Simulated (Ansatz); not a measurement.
## Zr2NOS MXene monolayer in a perpendicular field

Aim: how the Zr2NOS MXene monolayer screens a field along its normal, and what the field does to its bands. A positive field points along +c.

Main program and level: Ansatz 0.2.0; plane-wave DFT, PBE-D3(BJ), Ansatz PAW.

### 1. The starting structure

The cell holds 5 atoms: 1 S, 2 Zr, 1 N and 1 O. Its edges and angles: a = 3.217 Å, b = 3.217 Å, c = 42.237 Å, α = 90.0°, β = 90.0°, γ = 120.0°. Vacuum lies along c.

### 2. Relaxation

The starting cell is a guess, so the in-plane lattice and the atoms are relaxed first, with the slab cut off from its images along the normal.

The input, input.yaml:

```yaml
crystal:
  lattice:
    - [3.2175, 0.0, 0.0]
    - [-1.60875, 2.7864367367, 0.0]
    - [0.0, 0.0, 42.2365260438]
  atoms:
    - { symbol: S, position: [0.3333333333, 0.6666666667, 0.4332742703] }
    - { symbol: Zr, position: [0.6666666667, 0.3333333333, 0.4771861427], spin: 1.0 }
    - { symbol: "N", position: [0.0, 0.0, 0.5072440073] }
    - { symbol: Zr, position: [0.3333333333, 0.6666666667, 0.5373018718], spin: 1.0 }
    - { symbol: O, position: [0.6666666667, 0.3333333333, 0.5667257297] }
  periodic: [true, true, false]
magnetization:
  spin_polarized: true
kpoints:
  mp_grid: { grid: [12, 12, 1] }
hamiltonian:
  xc: pbe
  dispersion: d3bj
scf:
  occupations: { method: fermi_dirac, width: 0.05 }
  convergence: { dr2_threshold: 1.0e-09 }
relax:
  f_tol: 0.004
  max_steps: 90
  cell: {}
output:
  write_potential: true
  write_density: true
  volumetric_format: npy
```

Command:

```console
ansatz run input.yaml --threads 2 --pin off --max-ram 3072MiB --backend cpu --events-out ev --progress --plain --runs-dir out
```

Numbers of over 12 decimals in the logs are rounded to 6 here.

What it wrote:

```text
Warning: relax.cell: scf.convergence.dr2_threshold = 1e-9 eV is looser than the 2.04498185763e-10 eV advised for a relaxation that steers and ends on the stress (1e-10 eV for each atom of the cell: 5, times the square of relax.cell.stress_2d_tol = 0.05 N/m over 15.6 Å (the atoms' height at the walk's start and 5 Å past either face), 3.198e-2 GPa, over a crystal's default 0.05). What an SCF threshold leaves in a stress goes as its square root, and in the free energy as the threshold itself, and one threshold admits the most on a small cell: [figures from the program's tests cut] Set scf.convergence.dr2_threshold to 2.04498185763e-10 eV or tighter. [rest of the remark cut]
Engine: ansatz 0.2.0, x86_64-unknown-linux-gnu
Pseudopotentials: kind: paw
Pseudopotential: S, paw, valence charge 6, recommended cutoff 420 eV (normal), S.paw.azcp
Pseudopotential: Zr, paw, valence charge 12, recommended cutoff 420 eV (normal), Zr.paw.azcp
Pseudopotential: N, paw, valence charge 5, recommended cutoff 420 eV (normal), N.paw.azcp
Pseudopotential: O, paw, valence charge 6, recommended cutoff 420 eV (normal), O.paw.azcp
Functional definition: PBE
  parameter kappa = 0.804
  parameter beta = 0.066725
  exchange = pbe_x(kappa = kappa, mu = beta*pi^2/3)
  correlation = pbe_c(beta = beta)
Crystal: 5 atoms, lattice volume = 378.666 Å³
Basis set: ecut = 420 eV, 7521 PW (Γ), exchange–correlation on 48×48×576 points (8 copies of the dense FFT grid, shifted against one another)
Bands: 27, of which v1, the nominal top of the filled ones, is band 21 counted from 1 (20 counted from 0)
Symmetry: 6 space group operations
Space group: P3m1 (ITA 156), of the structure as read, at distance tolerance 7.2e-5 Å
Magnetic group: BNS 156.49 (UNI 1279), of the structure as read, at distance tolerance 7.2e-5 Å
k-points: 19 of 144 (time reversal used)
Non-local potential: S, projectors of the file, l = 0: 2, l = 1: 2, l = 2: 2
Non-local potential: Zr, projectors of the file, l = 0: 3, l = 1: 2, l = 2: 2, l = 3: 2
Non-local potential: N, projectors of the file, l = 0: 2, l = 1: 2, l = 2: 1
Non-local potential: O, projectors of the file, l = 0: 2, l = 1: 2, l = 2: 1
PAW form: soft (Blöchl's): semilocal exchange-correlation on the pseudo side does not see the compensation charge
PAW one-centre angular grid: S, 110 points (default); XC on 64 Gauss nodes
PAW one-centre angular grid: Zr, 590 points (default); XC on 64 Gauss nodes
PAW one-centre angular grid: N, 110 points (default); XC on 64 Gauss nodes
PAW one-centre angular grid: O, 110 points (default); XC on 64 Gauss nodes
Initial density: superposition of atomic densities (neutral atoms: chi_scale 0, normalization atom)
Starting moments: Σ|m| = 2 μB on 2 of 5 sites
Initial wavefunctions: pseudopotential atomic-orbital guess
Functional: x = pbe(κ = 0.804, μ = 0.219515), c = pbe(β = 0.066725)
SCF iter   1: F=—  HF=-10232.855030 eV  |F-HF|=—  |Δ(HF+E_count)|=         —  Δρ=2.98e-2 (↑2.98e-2 ↓2.84e-2)  dr2=1.91e1  dr2_m=1.65e-1  M=0.629 μB ∫|m|=0.738 μB  β_m=0.30  ethr=3.10e-3  ⟨swp⟩=13.8  Hψ=7997  notcnv=0
Mixer restart at iter 1: flushing history
preconditioner: auto → LDOS  [metal: Δε(μ)=0.041 eV  Ē_g=10.472 eV  σ=0.050 eV  W_gap=0.20  n_scr=24 (ndim 8)  ℏωp=9.5 eV  f_vac=0.778  D(μ)=2.32/eV (n_scr^D=14)]
spin=Collinear: LDOS preconditioning applied to the charge; magnetization (m = ρ↑ − ρ↓) channel mixes plain (no charge-response kernel on spin).
SCF iter   2: F=—  HF=-10229.955992 eV  |F-HF|=—  |Δ(HF+E_count)|=    2.90e0  Δρ=1.51e-2 (↑1.51e-2 ↓1.34e-2)  dr2=5.15e0  dr2_m=9.46e-2  M=0.494 μB ∫|m|=0.619 μB  β_m=0.44  ethr=3.10e-3  ⟨swp⟩=4.2  Hψ=2481  notcnv=0  defer=46
SCF iter   3: F=—  HF=-10229.171633 eV  |F-HF|=—  |Δ(HF+E_count)|=   7.84e-1  Δρ=4.84e-3 (↑4.84e-3 ↓4.29e-3)  dr2=1.30e-1  dr2_m=1.95e-2  M=0.315 μB ∫|m|=0.408 μB  β_m=0.59  ethr=3.10e-3  ⟨swp⟩=3.7  Hψ=2681  notcnv=0  defer=46
SCF iter   4: F=—  HF=-10229.272073 eV  |F-HF|=—  |Δ(HF+E_count)|=         —  Δρ=2.04e-3 (↑2.04e-3 ↓1.64e-3)  dr2=1.38e-2  dr2_m=7.85e-3  M=0.102 μB ∫|m|=0.152 μB  β_m=0.59  ethr=3.17e-4  ⟨swp⟩=3.6  Hψ=2486  notcnv=0  defer=44
SCF iter   5: F=—  HF=-10229.276033 eV  |F-HF|=—  |Δ(HF+E_count)|=   3.96e-3  Δρ=9.14e-4 (↑9.14e-4 ↓8.35e-4)  dr2=3.86e-3  dr2_m=2.07e-3  M=0.061 μB ∫|m|=0.094 μB  β_m=0.80  ethr=3.36e-5  ⟨swp⟩=3.4  Hψ=2305  notcnv=0  defer=44
SCF iter   6: F=—  HF=-10229.278770 eV  |F-HF|=—  |Δ(HF+E_count)|=   2.74e-3  Δρ=2.86e-4 (↑2.86e-4 ↓2.68e-4)  dr2=7.45e-4  dr2_m=1.76e-4  M=0.020 μB ∫|m|=0.031 μB  β_m=0.73  ethr=9.42e-6  ⟨swp⟩=3.4  Hψ=2187  notcnv=0  defer=44
SCF iter   7: F=—  HF=-10229.278945 eV  |F-HF|=—  |Δ(HF+E_count)|=   1.76e-4  Δρ=9.15e-5 (↑8.82e-5 ↓9.15e-5)  dr2=3.69e-5  dr2_m=2.35e-5  M=0.007 μB ∫|m|=0.012 μB  β_m=0.79  ethr=1.82e-6  ⟨swp⟩=3.2  Hψ=2163  notcnv=0  defer=44
SCF iter   8: F=—  HF=-10229.278985 eV  |F-HF|=—  |Δ(HF+E_count)|=   3.94e-5  Δρ=3.39e-5 (↑3.39e-5 ↓2.46e-5)  dr2=4.53e-6  dr2_m=2.32e-6  M=0.002 μB ∫|m|=0.004 μB  β_m=0.81  ethr=9.00e-8  ⟨swp⟩=3.7  Hψ=2482  notcnv=0  defer=44
SCF iter   9: F=—  HF=-10229.278990 eV  |F-HF|=—  |Δ(HF+E_count)|=   4.96e-6  Δρ=9.30e-6 (↑6.33e-6 ↓9.30e-6)  dr2=9.46e-7  dr2_m=1.12e-7  M=0.000 μB ∫|m|=0.001 μB  β_m=0.80  ethr=1.11e-8  ⟨swp⟩=3.5  Hψ=2398  notcnv=0  defer=44
SCF iter  10: F=—  HF=-10229.278990 eV  |F-HF|=—  |Δ(HF+E_count)|=   5.85e-7  Δρ=3.36e-6 (↑3.36e-6 ↓2.20e-6)  dr2=1.51e-7  dr2_m=2.04e-8  M=0.000 μB ∫|m|=0.000 μB  β_m=0.85  ethr=2.31e-9  ⟨swp⟩=3.1  Hψ=1963  notcnv=0  defer=44
SCF iter  11: F=—  HF=-10229.278990 eV  |F-HF|=—  |Δ(HF+E_count)|=   8.57e-8  Δρ=1.13e-6 (↑5.62e-7 ↓1.13e-6)  dr2=8.23e-9  dr2_m=1.53e-9  M=0.000 μB ∫|m|=0.000 μB  β_m=0.83  ethr=3.69e-10  ⟨swp⟩=3.3  Hψ=2157  notcnv=0  defer=44
SCF iter  12: F=—  HF=-10229.278990 eV  |F-HF|=—  |Δ(HF+E_count)|=   1.81e-8  Δρ=3.56e-7 (↑3.56e-7 ↓2.46e-7)  dr2=5.31e-10  dr2_m=1.93e-10  M=0.000 μB ∫|m|=0.000 μB  β_m=0.83  ethr=2.01e-11  ⟨swp⟩=3.5  Hψ=2408  notcnv=0  defer=44
SCF iter  13: F=-10229.278990 eV  HF=-10229.278990 eV  |F-HF|=2.42e-9  |Δ(HF+E_count)|=   1.04e-8  Δρ=1.60e-7 (↑7.96e-8 ↓1.60e-7)  dr2=1.13e-10  dr2_m=3.38e-11  M=0.000 μB ∫|m|=0.000 μB  ethr=1.29e-12  ⟨swp⟩=8.9  Hψ=8553  notcnv=0
[...]
relax step   7: F+E_penalty+E_count = -10230.15000345 eV  Δ(F+E_penalty+E_count) = -2.104e-5 eV  max|allowed force component| = 5.246e-3 eV/Å  Δτ_max = 0.0028 Å  P = +0.001 N/m  Ω = 401.350 Å³  energy of the carried Pulay correction = -7.709e-3 eV  fix = [c, alpha, beta]  reactions: c +0.000 N/m  (7 SCF iters, accepted)
relax step   8: F+E_penalty+E_count = -10230.15000661 eV  Δ(F+E_penalty+E_count) = -3.159e-6 eV  max|allowed force component| = 6.910e-4 eV/Å  Δτ_max = 0.0004 Å  P = +0.003 N/m  Ω = 401.348 Å³  energy of the carried Pulay correction = -7.709e-3 eV  fix = [c, alpha, beta]  reactions: c +0.000 N/m  (6 SCF iters, accepted)
relax step   9: F+E_penalty+E_count = -10230.16128630 eV  Δ(F+E_penalty+E_count) = -1.128e-2 eV  max|allowed force component| = 3.489e-3 eV/Å  Δτ_max = 0.0000 Å  P = +0.224 N/m  Ω = 401.348 Å³  fix = [c, alpha, beta]  reactions: c +0.000 N/m  stress off target by 2.24e-1 N/m on what of the cell is left free  SCF on the basis re-selected at this cell (its energy is not comparable with the rows above)  (7 SCF iters)
relax step  10: F+E_penalty+E_count = -10230.16119483 eV  Δ(F+E_penalty+E_count) = +9.147e-5 eV  max|allowed force component| = 2.208e-3 eV/Å  Δτ_max = 0.0016 Å  P = +0.015 N/m  Ω = 401.941 Å³  energy of the carried Pulay correction = -1.970e-4 eV  fix = [c, alpha, beta]  reactions: c +0.000 N/m  (7 SCF iters, accepted)
iter 1 solved again at ethr=1.23e-7 eV; its pass at ethr=3.10e-3 eV (dr2=5.04e-5 eV) is discarded
SCF iter   1: F=—  HF=-10230.161247 eV  |F-HF|=—  |Δ(HF+E_count)|=         —  Δρ=5.13e-6 (↑5.12e-6 ↓5.13e-6)  dr2=1.57e-8  dr2_m=3.02e-11  M=-0.000 μB ∫|m|=0.000 μB  β_m=0.65  ethr=1.23e-7  ⟨swp⟩=6.6  Hψ=13234  notcnv=0
eigensolver tolerance schedule: the retry pair's looser diagonalisation over-reported the residual by 3213.12 of it (diagonalisation noise at 0.15 of the residual, at the tolerance the schedule requests for it); recorded, not acted on — ethr = c·dr2/N_el stays at c = 1.0e-1
preconditioner: auto → LDOS  [metal: Δε(μ)=0.039 eV  Ē_g=9.358 eV  σ=0.050 eV  W_gap=0.19  n_scr=22 (ndim 8)  ℏωp=9.3 eV  f_vac=0.795  D(μ)=2.34/eV (n_scr^D=12)]
spin=Collinear: LDOS preconditioning applied to the charge; magnetization (m = ρ↑ − ρ↓) channel mixes plain (no charge-response kernel on spin).
SCF iter   2: F=—  HF=-10230.161365 eV  |F-HF|=—  |Δ(HF+E_count)|=   1.18e-4  Δρ=1.80e-6 (↑1.80e-6 ↓1.79e-6)  dr2=2.92e-9  dr2_m=1.31e-11  M=-0.000 μB ∫|m|=0.000 μB  β_m=0.58  ethr=3.82e-11  ⟨swp⟩=5.7  Hψ=3916  notcnv=0
SCF iter   3: F=—  HF=-10230.161394 eV  |F-HF|=—  |Δ(HF+E_count)|=   2.91e-5  Δρ=6.56e-7 (↑6.56e-7 ↓6.55e-7)  dr2=4.85e-10  dr2_m=5.77e-12  M=-0.000 μB ∫|m|=0.000 μB  β_m=0.67  ethr=7.13e-12  ⟨swp⟩=4.2  Hψ=2103  notcnv=0
SCF iter   4: F=-10230.161405 eV  HF=-10230.161404 eV  |F-HF|=4.85e-7  |Δ(HF+E_count)|=   9.57e-6  Δρ=7.92e-8 (↑7.92e-8 ↓7.89e-8)  dr2=8.66e-11  dr2_m=1.48e-12  M=-0.000 μB ∫|m|=0.000 μB  ethr=1.18e-12  ⟨swp⟩=13.5  Hψ=8921  notcnv=0
the starting moments were not kept: the SCF closed with an absolute magnetisation of 4.8e-6 μB, where they sum to 2 μB in size (2 sites). That is at most 0.1 of that sum. Measured as dr2_m measures the in/out step, that magnetisation stands 1.7e-12 eV from none, at or under the dr2_threshold of 1.0e-9 eV: it is no larger than a step whose dr2_m would equal this threshold.
SCF 11 converged in 4 iterations: F = -10230.161405 eV  dr2 = 8.66e-11
relax step  11: F+E_penalty+E_count = -10230.16140455 eV  Δ(F+E_penalty+E_count) = -2.097e-4 eV  max|allowed force component| = 2.151e-3 eV/Å  Δτ_max = 0.0000 Å  P = +0.017 N/m  Ω = 401.941 Å³  fix = [c, alpha, beta]  reactions: c +0.000 N/m  stress off target by 1.66e-2 N/m on what of the cell is left free  SCF on the basis re-selected at this cell (its energy is not comparable with the rows above)  (4 SCF iters)
basis re-selected at this cell: Δ(F+E_penalty+E_count) = -2.097e-4 eV, ΔP = +0.001 N/m vs the last step (what re-selecting the basis moved, of the pressure what is left beyond the Pulay correction that the steps carried, after the strain that the cell walked since its last selection, with what the two solves' SCF thresholds leave and, on support functions, any second-order correction that the steps lacked; it is no m [...]
WARN: The output density's exchange-correlation potential varies sharply where the density is thin. Do not read a vacuum level from v_tot or v_xc, or from such a field of the output density. On a cell that repeats whose density bears no net charge and no dipole along the vacuum's axis use v_es (v_loc + v_h of the components); under efield.dipole_correction with no amplitude use v_es + v_field, which holds any externa [...]
SCF converged after 4 iterations
Magnetization: -0.0000 μB (20.5000 up, 20.5000 down)
Absolute magnetization: 0.0000 μB (∫|ρ↑−ρ↓|, with the PAW one-centre terms)
Spin contamination: 0.0000 ħ² per cell (⟨S²⟩ above its minimum at these occupations)
Per-site moments (μB) at R_I (Å): [(-6.734707638309693e-8, 1.031143), (-8.058317530002468e-7, 0.968846), (5.683584407300613e-7, 0.953317), (-5.924564096563497e-7, 0.879927), (-1.1344782116298322e-7, 0.879927)]
Free energy (F): -10230.161405 eV
Harris-Foulkes:  -10230.161404 eV  (|F-HF|=4.85e-7)
Internal energy: -10230.144104 eV  (E = F + TS)
E sigma→0 (E₀):  -10230.152754 eV
Entropy (-TS):   -0.017301 eV (-3.460 meV/atom)
Fermi energy:    -5.113016 eV
--- Per-component energies (eV) ---
  E_band       = -909.006352
  E_kinetic    = 1083.774736
  E_local      = -137264.161947  (includes V_loc(G=0)·N_el)
  E_nonlocal   = 276.802788
  E_hartree    = 67928.728886
  E_xc         = -558.333757
  E_vxc        = -645.107283  (∫ρ·V_xc dr)
  E_paw        = -6791.659101  (= ΣΔE_a)
  E_vpaw       = -217.775806  (= ΣTr[D̂ρ^β])
  E_aug_tail   = 0.002579  (compensation charges beyond the density's cutoff)
  E_ewald      = 65096.046363
  E_disp       = -1.344651  (pairwise vdW)
  E_smearing   = -0.017301  (= −TS)
  E_closure    = -0.000000  (closes the sum)
  Σ components = -10230.161405   (vs F -10230.161405, Δ=0.00e0)
--- Forces (eV/Å), atoms counted from 1 ---
  atom   1  S     -0.00000000     0.00000000    -0.00095239
  atom   2  Zr     0.00000000    -0.00000000     0.00208140
  atom   3  N      0.00000000    -0.00000000     0.00078676
  atom   4  Zr     0.00000000    -0.00000000    -0.00215173
  atom   5  O      0.00000000    -0.00000000     0.00023162
  max |Σ_I F_I| component: 4.35e-6 eV/Å
--- 2D stress c σ (N/m, compression-positive) ---
        0.016637       0.000000      -0.000000
        0.000000       0.016637       0.000000
       -0.000000       0.000000       0.000000
  P = ½ c Tr σ = 0.0166 N/m
--- Band table (eV; the first three rows and the last of 38) ---
  k-point 0 ↑: bands = [... 17 lower, -7.7031, -6.0975, -6.0975, -4.6074, -4.6074, -4.4777, -2.9788, -2.9393, ... 2 higher]
  k-point 1 ↑: bands = [... 17 lower, -7.7045, -6.4376, -6.2583, -4.7629, -4.3456, -4.2236, -3.1763, -2.8825, ... 2 higher]
  k-point 2 ↑: bands = [... 17 lower, -8.1737, -6.8765, -6.4945, -5.1443, -3.8770, -3.8341, -3.1382, -2.5963, ... 2 higher]
  k-point 18 ↓: bands = [... 17 lower, -9.2561, -8.1800, -7.8829, -4.0219, -3.8564, -3.0808, -2.3945, -2.0670, ... 2 higher]
  the weakly bound empty levels are not read free of the cell's end (no_gap_told)
--- Relaxed structure (9 steps of the walk, 8 accepted, 2 SCFs on fresh bases) ---
  F+E_penalty+E_count = -10230.16140455 eV   max|allowed force component| = 2.151e-3 eV/Å   (the final SCF, on the basis selected at the relaxed cell)
  cell:  # Å, volume = 401.9406 Å³
    - [3.314908, 0.0, 0]
    - [-1.657454, 2.870795, 0]
    - [0, 0, 42.2365260438]
  atoms:
    - { symbol: S, position: [0.333333, 0.666667, 0.437818] }
    - { symbol: Zr, position: [0.666667, 0.333333, 0.475891] }
    - { symbol: N, position: [1.712593660596416e-18, 0, 0.508125] }
    - { symbol: Zr, position: [0.333333, 0.666667, 0.538797] }
    - { symbol: O, position: [0.666667, 0.333333, 0.561101] }
```

Run time: 2.4 min. Hardware: 2 threads of Intel Xeon Platinum 8559C (Emerald Rapids), shared host; peak memory 0.9 GiB.

Step by step:

| step | energy less that of the first step (eV) | largest force component (eV/Å) | volume (Å³) |
| --- | --- | --- | --- |
| 1 | 0.0000 | 4.2976 | 378.67 |
| 2 | -0.7487 | 1.8001 | 388.56 |
| 3 | -0.7251 | 1.1917 | 415.08 |
| 4 | -0.8682 | 0.2576 | 401.39 |
| 5 | -0.8707 | 0.0756 | 401.51 |
| 6 | -0.8710 | 0.0325 | 401.28 |
| 7 | -0.8710 | 0.0052 | 401.35 |
| 8 | -0.8710 | 0.0007 | 401.35 |
| 9* | -0.8823 | 0.0035 | 401.35 |
| 10 | -0.8822 | 0.0022 | 401.94 |
| 11* | -0.8824 | 0.0022 | 401.94 |

Relaxation steps marked * repeat the geometry before them on a plane-wave basis chosen anew for their cell, so energy and pressure can jump there. Relaxation step 3 was tried and not accepted.

Forces are held to the 6 operations that the run works with; a distortion that breaks them can't arise in this run.

| cell as run | before | after | change |
| --- | --- | --- | --- |
| a (Å) | 3.217 | 3.315 | +3.0 % |
| b (Å) | 3.217 | 3.315 | +3.0 % |

The atoms that moved most (Å, along periodic axes as changes of fractional coordinates times the final cell, across vacuum about the mean position):

| atom | dx | dy | dz | length |
| --- | --- | --- | --- | --- |
| O5 | 0.000 | 0.000 | -0.238 | 0.238 |
| S1 | 0.000 | 0.000 | 0.192 | 0.192 |
| Zr4 | 0.000 | 0.000 | 0.063 | 0.063 |
| Zr2 | 0.000 | 0.000 | -0.055 | 0.055 |
| N3 | 0.000 | 0.000 | 0.037 | 0.037 |

The relaxed structure:

```xyz
5
Lattice="3.3149 0.0000 0.0000 -1.6575 2.8708 0.0000 0.0000 0.0000 42.2365" Properties=species:S:1:pos:R:3
S     0.0000    1.9139   18.4919
Zr    1.6575    0.9569   20.1000
N     0.0000    0.0000   21.4614
Zr    0.0000    1.9139   22.7569
O     1.6575    0.9569   23.6990
```

Numbers from this step:

* energy at zero smearing: -10230.1528 eV

The lattice constant a goes from 3.217 to 3.315 Å.

(Part 1 of 2 ends here.)

[Logs are printed without paths, hosts, clocks, repeated set-up lines and the standing remarks that a program may print on its own settings, such as how far it seeks lower states.]

[Hosts, paths, dates, database ids (printed as entryN), source tags and the programs' standing remarks are cut or masked in the printed files.]

[Maps of the electrostatic potential energy from Ansatz leave out the sawtooth potential of an applied field or a dipole correction, so their vacuum need not be flat; planar profiles and work functions include it.]
